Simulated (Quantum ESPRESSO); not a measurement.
# Pt (P-1) in Quantum ESPRESSO: reference runs

How does Pt come out in PBE? The cell is run as given.

Program: Quantum ESPRESSO 7.5. These are calculated values, not measurements. Logs are shortened: lines on timing, memory, paths and dates and some standing lists are left out, and cuts for length are marked.

### Step 1. Starting point

The typed cell holds 2 atoms: a = 2.744 Å, b = 2.744 Å, c = 4.481 Å, α = 90.00°, β = 90.00°, γ = 109.47°.

This isn't the form of Pt at room conditions, which is fcc.

### Step 2. Single point, PBE

pw.in reads:

```
&CONTROL
  calculation = 'scf'
  prefix = 'pwscf'
  outdir = './tmp'
  pseudo_dir = './pseudo'
  tprnfor = .true.
  tstress = .true.
  disk_io = 'low'
/
&SYSTEM
  ibrav = 0
  nat = 2
  ntyp = 1
  ecutwfc = 55
  ecutrho = 440
  nbnd = 24
  occupations = 'smearing'
  smearing = 'fd'
  degauss = 0.00367493
/
&ELECTRONS
  conv_thr = 4d-10
  electron_maxstep = 120
  mixing_beta = 0.5
/
ATOMIC_SPECIES
Pt   195.0840 pt_pbe_v1.4.uspp.F.UPF
CELL_PARAMETERS angstrom
  -1.5842200000    1.5842200000    1.5842200000
   1.5842200000   -1.5842200000    1.5842200000
   3.1684400000    3.1684400000    0.0000000000
ATOMIC_POSITIONS crystal
Pt     0.0058661400    0.0084460600    0.9500585900
Pt     0.4941338600    0.4915539400    0.5499414100
K_POINTS automatic
10 10 6 0 0 0
```

pp_density.in reads:

```
&INPUTPP
  prefix = 'pwscf'
  outdir = './tmp'
  filplot = 'density.dat'
  plot_num = 0
/
&PLOT
  nfile = 1
  filepp(1) = 'density.dat'
  iflag = 3
  output_format = 6
  fileout = 'density.cube'
/
```

pp_potential.in reads:

```
&INPUTPP
  prefix = 'pwscf'
  outdir = './tmp'
  filplot = 'potential.dat'
  plot_num = 11
/
&PLOT
  nfile = 1
  filepp(1) = 'potential.dat'
  iflag = 3
  output_format = 6
  fileout = 'potential.cube'
/
```

Potentials or basis: SSSP 1.3 efficiency PBE.

Launch:

```sh
$ OMP_NUM_THREADS=1 pw.x -in pw.in > pw.out
$ OMP_NUM_THREADS=1 pp.x -in pp_density.in > pp_density.out
$ OMP_NUM_THREADS=1 pp.x -in pp_potential.in > pp_potential.out
```

pw.out:

```text
This program is part of the open-source Quantum ESPRESSO suite
     for quantum simulation of materials; please cite
         "P. Giannozzi et al., J. Phys.:Condens. Matter 21 395502 (2009);
         "P. Giannozzi et al., J. Phys.:Condens. Matter 29 465901 (2017);
         "P. Giannozzi et al., J. Chem. Phys. 152 154105 (2020);
     in publications or presentations arising from this work. More details at

     Message from routine setup:
     using ibrav=0 with symmetry is DISCOURAGED, use correct ibrav instead

     G-vector sticks info
     --------------------
     sticks:   dense  smooth     PW     G-vecs:    dense   smooth      PW
     Sum         887     449    151                33495    11831    2265

     Using Slab Decomposition

     bravais-lattice index     =            0
     lattice parameter (alat)  =       5.1853  a.u.
     unit-cell volume          =     214.6511 (a.u.)^3
     number of atoms/cell      =            2
     number of atomic types    =            1
     number of electrons       =        32.00
     number of Kohn-Sham states=           24
     kinetic-energy cutoff     =      55.0000  Ry
     charge density cutoff     =     440.0000  Ry
     scf convergence threshold =      4.0E-10
     mixing beta               =       0.5000
     number of iterations used =            8  plain     mixing
     Exchange-correlation=  SLA  PW   PBX  PBC
                           (   1   4   3   4   0   0   0)

     celldm(1)=   5.185313  celldm(2)=   0.000000  celldm(3)=   0.000000
     celldm(4)=   0.000000  celldm(5)=   0.000000  celldm(6)=   0.000000

     crystal axes: (cart. coord. in units of alat)
               a(1) = (  -0.577350   0.577350   0.577350 )
               a(2) = (   0.577350  -0.577350   0.577350 )
               a(3) = (   1.154701   1.154701   0.000000 )

     reciprocal axes: (cart. coord. in units 2 pi/alat)
               b(1) = ( -0.433013  0.433013  0.866025 )
               b(2) = (  0.433013 -0.433013  0.866025 )
               b(3) = (  0.433013  0.433013  0.000000 )

     PseudoPot. # 1 for Pt read from file:
     pt_pbe_v1.4.uspp.F.UPF
     Pseudo is Ultrasoft + core correction, Zval = 16.0
     Generated by new atomic code, or converted to UPF format
     Using radial grid of  985 points,  6 beta functions with:
                l(1) =   0
                l(2) =   0
                l(3) =   1
                l(4) =   1
                l(5) =   2
                l(6) =   2
     Q(r) pseudized with  8 coefficients,  rinner =    1.300   1.300   1.300
                                                       1.300   1.300

     atomic species   valence    mass     pseudopotential
     Pt               16.00   195.08400     Pt( 1.00)

      2 Sym. Ops., with inversion, found ( 1 have fractional translation)

   Cartesian axes

     site n.     atom                  positions (alat units)
         1        Pt     tau(   1) = (   1.0985227   1.0955436   0.0082632  )
         2        Pt     tau(   2) = (   0.6335281   0.6365072   0.5690871  )

     number of k points=   304  Fermi-Dirac smearing, width (Ry)=  0.0037

     Number of k-points >= 100: set verbosity='high' to print them.

     Dense  grid:    33495 G-vectors     FFT dimensions: (  36,  36,  60)

     Smooth grid:    11831 G-vectors     FFT dimensions: (  30,  30,  40)

     Initial potential from superposition of free atoms

     starting charge      31.0000, renormalised to      32.0000

     negative rho (up, down):  3.806E-01 0.000E+00
     Starting wfcs are   24 randomized atomic wfcs

     Self-consistent Calculation

     iteration #  1     ecut=    55.00 Ry     beta= 0.50
     Davidson diagonalization with overlap
     ethr =  1.00E-02,  avg # of iterations =  4.4

     negative rho (up, down):  3.536E-01 0.000E+00

     total energy              =    -420.91896603 Ry
     estimated scf accuracy    <       1.54572454 Ry

     iteration #  2     ecut=    55.00 Ry     beta= 0.50
     Davidson diagonalization with overlap
     ethr =  4.83E-03,  avg # of iterations =  2.0

     negative rho (up, down):  3.547E-01 0.000E+00

     total energy              =    -421.24885425 Ry
     estimated scf accuracy    <       0.13259445 Ry

     iteration #  3     ecut=    55.00 Ry     beta= 0.50
     Davidson diagonalization with overlap
     ethr =  4.14E-04,  avg # of iterations =  2.2

     negative rho (up, down):  3.537E-01 0.000E+00

     total energy              =    -421.28509968 Ry
     estimated scf accuracy    <       0.01927109 Ry

     iteration #  4     ecut=    55.00 Ry     beta= 0.50
     Davidson diagonalization with overlap
     ethr =  6.02E-05,  avg # of iterations =  2.4

     negative rho (up, down):  3.526E-01 0.000E+00

     total energy              =    -421.28812088 Ry
     estimated scf accuracy    <       0.00063225 Ry

     iteration #  5     ecut=    55.00 Ry     beta= 0.50
     Davidson diagonalization with overlap
     ethr =  1.98E-06,  avg # of iterations =  4.1

     negative rho (up, down):  3.525E-01 0.000E+00

     total energy              =    -421.28817959 Ry
     estimated scf accuracy    <       0.00002932 Ry

     iteration #  6     ecut=    55.00 Ry     beta= 0.50
     Davidson diagonalization with overlap
     ethr =  9.16E-08,  avg # of iterations =  2.0

     negative rho (up, down):  3.526E-01 0.000E+00

     total energy              =    -421.28818238 Ry
     estimated scf accuracy    <       0.00000257 Ry

     iteration #  7     ecut=    55.00 Ry     beta= 0.50
     Davidson diagonalization with overlap
     ethr =  8.02E-09,  avg # of iterations =  2.0

     negative rho (up, down):  3.526E-01 0.000E+00

     total energy              =    -421.28818314 Ry
     estimated scf accuracy    <       0.00000011 Ry

     iteration #  8     ecut=    55.00 Ry     beta= 0.50
     Davidson diagonalization with overlap
     ethr =  3.50E-10,  avg # of iterations =  2.6

     negative rho (up, down):  3.526E-01 0.000E+00

     total energy              =    -421.28818317 Ry
     estimated scf accuracy    <          8.2E-09 Ry

     iteration #  9     ecut=    55.00 Ry     beta= 0.50
     Davidson diagonalization with overlap
     ethr =  2.57E-11,  avg # of iterations =  2.9

     negative rho (up, down):  3.526E-01 0.000E+00

     End of self-consistent calculation

     Number of k-points >= 100: set verbosity='high' to print the bands.

     the Fermi energy is    21.0661 ev

!    total energy              =    -421.28818317 Ry
     estimated scf accuracy    <          3.5E-10 Ry
     smearing contrib. (-TS)   =      -0.00147657 Ry
     internal energy E=F+TS    =    -421.28670661 Ry

     The total energy is F=E-TS. E is the sum of the following terms:
     one-electron contribution =     -65.60422854 Ry
     hartree contribution      =      60.32025029 Ry
     xc contribution           =    -113.94734036 Ry
     ewald contribution        =    -302.05538799 Ry

     convergence has been achieved in   9 iterations

     negative rho (up, down):  3.526E-01 0.000E+00

     Forces acting on atoms (cartesian axes, Ry/au):

     atom    1 type  1   force =     0.17272947    0.17214571   -0.02541302
     atom    2 type  1   force =    -0.17272947   -0.17214571    0.02541302

     Total force =     0.346743     Total SCF correction =     0.000169

     Computing stress (Cartesian axis) and pressure

     negative rho (up, down):  3.526E-01 0.000E+00
          total   stress  (Ry/bohr**3)                   (kbar)     P=      270.99
   0.00165294   0.00085246  -0.00029906          243.16      125.40      -43.99
   0.00085246   0.00163873  -0.00029328          125.40      241.07      -43.14
  -0.00029906  -0.00029328   0.00223471          -43.99      -43.14      328.74

=------------------------------------------------------------------------------=
   JOB DONE.
=------------------------------------------------------------------------------=
```

pp_potential.out:

```text
This program is part of the open-source Quantum ESPRESSO suite
     for quantum simulation of materials; please cite
[... 5 lines left out ...]

     IMPORTANT: XC functional enforced from input :
     Exchange-correlation= PBE
                           (   1   4   3   4   0   0   0)
     Any further DFT definition will be discarded
     Please, verify this is what you really want

     G-vector sticks info
     --------------------
     sticks:   dense  smooth     PW     G-vecs:    dense   smooth      PW
     Sum         887     449    151                33495    11831    2265

     Using Slab Decomposition

     negative rho (up, down):  3.526E-01 0.000E+00

     Calling punch_plot, plot_num =  11
     Writing data to file  potential.dat
     Reading data from file  potential.dat

     Writing data to be plotted to file potential.cube
     Plot Type: 3D                     Output format: Gaussian cube

=------------------------------------------------------------------------------=
   JOB DONE.
=------------------------------------------------------------------------------=
```

It took 1.8 min on 1 thread of Intel Xeon Platinum 8488C (Sapphire Rapids), shared host; peak memory 0.31 GiB.

Results:

```yaml
Free_energy: -5731.9177 eV
Pressure: 27.1 GPa
Largest_force: 6.304 eV/Å
Band_gap_on_the_k_mesh: none (metal or under the smearing width)
```

Forces on the atoms (eV/Å):
```
Pt   4.441  4.426 -0.653
Pt  -4.441 -4.426  0.653
```

Levels at points of the mesh, in eV from the Fermi level:
| k point | band 13 | band 14 | band 15 | band 16 | band 17 | band 18 | band 19 | band 20 |
| --- | --- | --- | --- | --- | --- | --- | --- | --- |
| (0.00, 0.00, 0.00) | -1.42 | -1.36 | -1.33 | -1.23 | 1.05 | 1.28 | 4.94 | 13.00 |
| (0.00, 0.00, -0.50) | -3.22 | -1.39 | -1.37 | -1.25 | -1.11 | 0.09 | 10.72 | 14.83 |
| (0.00, -0.50, 0.00) | -1.92 | -1.83 | -0.52 | -0.48 | 2.33 | 2.53 | 7.21 | 7.52 |
| (0.00, -0.50, -0.50) | -1.18 | -1.17 | -0.02 | 0.05 | 0.96 | 1.14 | 5.63 | 5.76 |
| (-0.50, -0.50, 0.00) | -0.16 | 0.05 | 0.22 | 0.69 | 0.91 | 5.99 | 7.62 | 8.36 |
| (-0.50, -0.50, -0.50) | -1.14 | -1.08 | -0.11 | 0.84 | 3.54 | 5.38 | 6.69 | 7.11 |
| (0.50, 0.00, 0.00) | -1.98 | -1.77 | -0.56 | -0.44 | 2.34 | 2.52 | 7.24 | 7.49 |
| (0.50, 0.00, 0.50) | -1.22 | -1.13 | 0.00 | 0.03 | 0.98 | 1.11 | 5.66 | 5.73 |

Caveat: so large a pressure means that the cell lies far from this level's equilibrium, or that cutoff or potentials fall short; forces of over 1 eV/Å show positions far from the minimum, so gaps and moduli don't describe the material at rest. The run has no spin-orbit coupling, so splittings on Pt are missing.
